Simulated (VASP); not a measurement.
# Hf (Fm-3m) in VASP: single point with PBE

Aim: the single point of Hf with PBE.

Everything below comes from runs of VASP 6.6.1. Logs are shortened: lines on timing, memory, paths and dates and some standing lists are left out, and cuts for length are marked.

## Step 1: Starting point

Symmetry: Fm-3m, No. 225, cubic system. Conventional cell: a = 4.440 Å, b = 4.440 Å, c = 4.440 Å, α = 90.00°, β = 90.00°, γ = 90.00°. Hf (site symmetry m-3m) is surrounded by 12 Hf at 3.14 Å.

This isn't the form of Hf at room conditions, which is hcp.

## Step 2: Single point, PBE

Contents of INCAR:

```
SYSTEM = Hf
PREC     = Accurate       ! precision mode
ENCUT    = 520            ! plane-wave cutoff, eV
EDIFF    = 1E-6           ! SCF threshold, eV
ISMEAR   = -1             ! smearing method
SIGMA    = 0.03           ! smearing width, eV
LREAL    = .FALSE.        ! projectors in reciprocal space
LASPH    = .TRUE.         ! aspherical terms in the spheres
NELM     = 60             ! most SCF steps
ALGO     = Normal         ! electronic algorithm
ISIF     = 2              ! what is computed and relaxed
LWAVE    = .FALSE.        ! write WAVECAR
LCHARG   = .TRUE.         ! write CHGCAR
GGA      = PE             ! functional
LELF     = .TRUE.         ! ELF
LVHAR    = .TRUE.       
NBANDS   = 11             ! bands
```

Contents of KPOINTS:

```
Automatic mesh
0
G
  13 13 13
  0 0 0
```

Contents of POSCAR:

```
Hf
1.0
    0.0000000000      2.2200000000      2.2200000000
    2.2200000000      0.0000000000      2.2200000000
    2.2200000000      2.2200000000      0.0000000000
Hf
1
Direct
    0.0000000000      0.0000000000      0.0000000000
```

Potentials or basis: VASP PAW PBE potentials, release 64 (Hf_pv).

Started as:

```console
cat potpaw_PBE.64/Hf_pv/POTCAR > POTCAR
mpirun -np 1 vasp_std > vasp.out
```

OUTCAR:

```text
SYSTEM = Hf
   PREC = Accurate
   ENCUT = 520
   EDIFF = 1E-6
   ISMEAR = -1
   LREAL = .FALSE.
   LASPH = .TRUE.
   NELM = 60
   ISIF = 2
   GGA = PE

 ion  position               nearest neighbor table
   1  0.000  0.000  0.000-

  LATTYP: Found a face centered cubic cell.
 ALAT       =     4.4400000000

  Lattice vectors:

 A1 = (   0.0000000000,   2.2200000000,   2.2200000000)
 A2 = (   2.2200000000,   0.0000000000,   2.2200000000)
 A3 = (   2.2200000000,   2.2200000000,   0.0000000000)

Analysis of symmetry for initial positions (statically):
=====================================================================
 Subroutine PRICEL returns:
 Original cell was already a primitive cell.

 Routine SETGRP: Setting up the symmetry group for a
 face centered cubic supercell.

 Subroutine GETGRP returns: Found 48 space group operations
 (whereof 48 operations were pure point group operations)
 out of a pool of 48 trial point group operations.

The static configuration has the point symmetry O_h .

Analysis of symmetry for dynamics (positions and initial velocities):
=====================================================================
 Subroutine PRICEL returns:
 Original cell was already a primitive cell.

 Routine SETGRP: Setting up the symmetry group for a
 face centered cubic supercell.

 Subroutine GETGRP returns: Found 48 space group operations
 (whereof 48 operations were pure point group operations)
 out of a pool of 48 trial point group operations.

The dynamic configuration has the point symmetry O_h .

 Subroutine INISYM returns: Found 48 space group operations
 (whereof 48 operations are pure point group operations),
 and found     1 'primitive' translations

----------------------------------------------------------------------------------------

                                     Primitive cell

  volume of cell :      21.8821

  direct lattice vectors                    reciprocal lattice vectors
     0.000000000  2.220000000  2.220000000    -0.225225225  0.225225225  0.225225225
     2.220000000  0.000000000  2.220000000     0.225225225 -0.225225225  0.225225225
     2.220000000  2.220000000  0.000000000     0.225225225  0.225225225 -0.225225225

  length of vectors
     3.139554108  3.139554108  3.139554108     0.390101533  0.390101533  0.390101533

  position of ions in fractional coordinates (direct lattice)
     0.000000000  0.000000000  0.000000000

  ion indices of the primitive-cell ions
   primitive index   ion index
                 1           1

----------------------------------------------------------------------------------------

 KPOINTS: Automatic mesh

Automatic generation of k-mesh.
 Grid dimensions read from file:
 generate k-points for:   13   13   13

 Generating k-lattice:

  Cartesian coordinates                     Fractional coordinates (reciprocal lattice)
    -0.017325017  0.017325017  0.017325017     0.076923077  0.000000000  0.000000000
     0.017325017 -0.017325017  0.017325017     0.000000000  0.076923077  0.000000000
     0.017325017  0.017325017 -0.017325017     0.000000000  0.000000000  0.076923077

  Length of vectors
     0.030007810  0.030007810  0.030007810

  Shift w.r.t. Gamma in fractional coordinates (k-lattice)
     0.000000000  0.000000000  0.000000000

 Subroutine IBZKPT returns following result:
 ===========================================

 Found     84 irreducible k-points:

 Following reciprocal coordinates:
            Coordinates               Weight
  0.000000  0.000000  0.000000      1.000000
  0.076923  0.000000  0.000000      8.000000
  0.153846  0.000000  0.000000      8.000000
  0.230769  0.000000  0.000000      8.000000
  0.307692  0.000000  0.000000      8.000000
  0.384615  0.000000  0.000000      8.000000
[... 16 lines left out ...]
  0.384615  0.153846  0.000000     24.000000
  0.461538  0.153846  0.000000     24.000000
 [... further k-points ...]
   k-points           NKPTS =     84   k-points in BZ     NKDIM =     84   number of bands    NBANDS=     11
   number of dos      NEDOS =    301   number of ions     NIONS =      1
   total plane-waves  NPLWV =  13824
   dimension x,y,z NGX =    24 NGY =   24 NGZ =   24
   dimension x,y,z NGXF=    48 NGYF=   48 NGZF=   48
   ions per type =               1
   NGX,Y,Z   is equivalent  to a cutoff of  12.71, 12.71, 12.71 a.u.
   NGXF,Y,Z  is equivalent  to a cutoff of  25.42, 25.42, 25.42 a.u.
 SYSTEM =  Hf
   PREC   = accura    normal or accurate (medium, high low for compatibility)
   ISTART =      0    job   : 0-new  1-cont  2-samecut
   ICHARG =      2    charge: 1-file 2-atom 10-const
   ISPIN  =      1    spin polarized calculation?
   LNONCOLLINEAR =      F non collinear calculations
   LSORBIT =      F    spin-orbit coupling
   LASPH  =      T    aspherical Exc in radial PAW
   ENCUT  =  520.0 eV  38.22 Ry    6.18 a.u.   5.84  5.84  5.84*2*pi/ulx,y,z
   NELM   =     60;   NELMIN=  2; NELMDL= -5     # of ELM steps
   EDIFF  = 0.1E-05   stopping-criterion for ELM
   LREAL  =      F    real-space projection
   EDIFFG = 0.1E-04   stopping-criterion for IOM
   NSW    =      0    number of steps for IOM
   IBRION =     -1    ionic relax: 0-MD 1-quasi-New 2-CG
   NFREE  =      0    steps in history (QN), initial steepest desc. (CG)
   ISIF   =      2    stress and relaxation
   ISYM   =      2    0-nonsym 1-usesym 2-fastsym
   POTIM  = 0.5000    time-step for ionic-motion
   TEBEG  =    0.0;   TEEND  =   0.0 temperature during run
   PSTRESS=    0.0 pullay stress
   NELECT =      10.0000    total number of electrons
   NUPDOWN=      -1.0000    fix difference up-down
   EMIN   =  10.00;   EMAX   =-10.00  energy-range for DOS
   EFERMI =   0.00;   METHOD = LEGACY
   ISMEAR =    -1;   SIGMA  =   0.03  broadening in eV -4-tet -1-fermi 0-gaus
   EFERMI_NEDOS =   21; number of points for ismear=-14 and -15
   IALGO  =     38    algorithm
   IMIX   =      4    mixing-type and parameters
     AMIX     =   0.40;   BMIX     =  1.00
     AMIX_MAG =   1.60;   BMIX_MAG =  1.00
  volume/ion in A,a.u.               =      21.88       147.67
  Fermi-wavevector in a.u.,A,eV,Ry     =   1.260991  2.382927 21.634588  1.590097
  Thomas-Fermi vector in A             =   2.394472
   LORBIT       =      0    0 simple, 1 ext, 2 COOP (PROOUT), +10 PAW based schemes
   GGA     = PE    functional components
   LHFCALC =     F    Hartree Fock is set to
   AEXX    =    0.0000 exact exchange contribution
   IVDW    =     0    specifies the selected vdW correction
   LEPSILON=     F    determine dielectric tensor
   LRPA    =     F    only Hartree local field effects (RPA)
 non-spin polarized calculation
  energy-cutoff  :      520.00
  volume of cell :       21.88
 maximum number of plane-waves:       609
   NGX = 11   NGY = 11   NGZ = 11

 number of electron      10.0000000 magnetization

 Free energy of the ion-electron system (eV)
  ---------------------------------------------------
  ext. energy  EPLUGINS =         0.00000000
  ---------------------------------------------------
  free energy    TOTEN  =        -9.85050348 eV

  energy without entropy =       -9.84596465  energy(sigma->0) =       -9.84823406

 E-fermi :   4.8779     XC(G=0): -11.3867

 val. band max:        4.8751737578   @ k =   0.3077   0.0000   0.0000
 cond. band min:       4.8822833283   @ k =  -0.3846   0.3846   0.1538
 fundamental gap:      0.0071095706
 Fermi energy:         4.8778734734

 k-point     1 :       0.0000    0.0000    0.0000
  band No.  band energies     occupation
      1     -25.0376      2.00000
      2     -25.0376      2.00000
      3     -25.0376      2.00000
      4      -2.3905      2.00000
      5       6.3088      0.00000
      6       6.3088      0.00000
      7       6.3088      0.00000
      8       9.1795      0.00000
      9       9.1795      0.00000
     10      16.2842      0.00000
     11      18.0408      0.00000

 k-point     2 :       0.0769    0.0000    0.0000
  band No.  band energies     occupation
      1     -25.0912      2.00000
      2     -25.0443      2.00000
      3     -25.0443      2.00000
      4      -2.1786      2.00000
      5       6.0935      0.00000
      6       6.4096      0.00000
      7       6.4096      0.00000
      8       9.0683      0.00000
      9       9.0683      0.00000
     10      16.7549      0.00000
     11      18.0399      0.00000

 k-point     3 :       0.1538    0.0000    0.0000
  band No.  band energies     occupation
      1     -25.2372      2.00000
      2     -25.0629      2.00000
      3     -25.0629      2.00000
      4      -1.5788      2.00000
      5       5.5956      0.00000
      6       6.6278      0.00000
      7       6.6278      0.00000
      8       8.8913      0.00000
      9       8.8913      0.00000
     10      17.5778      0.00000
     11      18.0391      0.00000

 k-point     4 :       0.2308    0.0000    0.0000
  band No.  band energies     occupation
      1     -25.4373      2.00000
      2     -25.0890      2.00000
      3     -25.0890      2.00000
      4      -0.7067      2.00000
      5       5.1015      0.00116
      6       6.7005      0.00000
      7       6.7005      0.00000
      8       9.0427      0.00000
      9       9.0427      0.00000
     10      16.6272      0.00000
     11      18.0423      0.00000
[... 239 lines left out ...]
 k-point    22 :       0.3077    0.1538    0.0000
  band No.  band energies     occupation
      1     -25.5301      2.00000
      2     -25.1703      2.00000
      3     -25.1664      2.00000
      4       0.2347      2.00000
      5       4.4181      2.00000
      6       6.1529      0.00000
      7       7.3280      0.00000
      8       8.6293      0.00000
      9      10.2792      0.00000
     10      17.6105      0.00000
     11      18.0573      0.00000

 k-point    23 :       0.3846    0.1538    0.0000
  band No.  band energies     occupation
      1     -25.6892      2.00000
      2     -25.2086      2.00000
      3     -25.1918      2.00000
      4       1.1111      2.00000
      5       4.3163      2.00000
      6       5.6726      0.00000
      7       7.1407      0.00000
      8       9.7754      0.00000
      9      10.9783      0.00000
     10      16.2250      0.00000
     11      18.0452      0.00000

 k-point    24 :       0.4615    0.1538    0.0000
  band No.  band energies     occupation
      1     -25.8028      2.00000
      2     -25.2513      2.00000
      3     -25.1992      2.00000
      4       1.7017      2.00000
      5       4.4295      2.00000
      6       5.5603      0.00000
      7       6.8988      0.00000
      8      11.0262      0.00000
      9      11.4497      0.00000
     10      14.6817      0.00000
     11      17.9645      0.00000

 [... further k-points ...]

------------------------ aborting loop because EDIFF is reached ----------------------------------------

  FORCE on cell =-STRESS in cart. coord.  units (eV):
  Direction    XX          YY          ZZ          XY          YZ          ZX
  --------------------------------------------------------------------------------------
  -------------------------------------------------------------------------------------
  Total        0.3864669      0.3864669      0.3864669      0.0000000     -0.0000000     -0.0000000
  in kB       28.2965817     28.2965817     28.2965817      0.0000000     -0.0000000     -0.0000000
  external PRESSURE =      28.2965817 kB  Pullay stress =       0.0000000 kB

 VOLUME and BASIS-vectors are now :
 -----------------------------------------------------------------------------
  energy-cutoff  :      520.00
  volume of cell :       21.88
      direct lattice vectors                 reciprocal lattice vectors
     0.000000000  2.220000000  2.220000000    -0.225225225  0.225225225  0.225225225
     2.220000000  0.000000000  2.220000000     0.225225225 -0.225225225  0.225225225
     2.220000000  2.220000000  0.000000000     0.225225225  0.225225225 -0.225225225

 POSITION                                       TOTAL-FORCE (eV/Angst)
 -----------------------------------------------------------------------------------
      0.00000      0.00000      0.00000         0.000000      0.000000      0.000000
 -----------------------------------------------------------------------------------
    total drift:                               -0.000000     -0.000000      0.000000

  FREE ENERGIE OF THE ION-ELECTRON SYSTEM (eV)
  ---------------------------------------------------
  free  energy   TOTEN  =        -9.8505034821 eV

  energy  without entropy=       -9.8459646476  energy(sigma->0) =       -9.84823406
```

Wall time 8.4 s (1 thread of Intel Xeon Platinum 8488C (Sapphire Rapids), shared host); peak memory 0.15 GiB.

Results:

| Quantity | Value |
| --- | --- |
| Free energy | -9.8505 eV |
| Pressure | 2.8 GPa |
| Band gap on the k mesh | none (metal or under the smearing width) |

Levels at points of the mesh, in eV from the Fermi level:
| k point | band 2 | band 3 | band 4 | band 5 | band 6 | band 7 | band 8 | band 9 |
| --- | --- | --- | --- | --- | --- | --- | --- | --- |
| (0.00, 0.00, 0.00) | -29.92 | -29.92 | -7.27 | 1.43 | 1.43 | 1.43 | 4.30 | 4.30 |
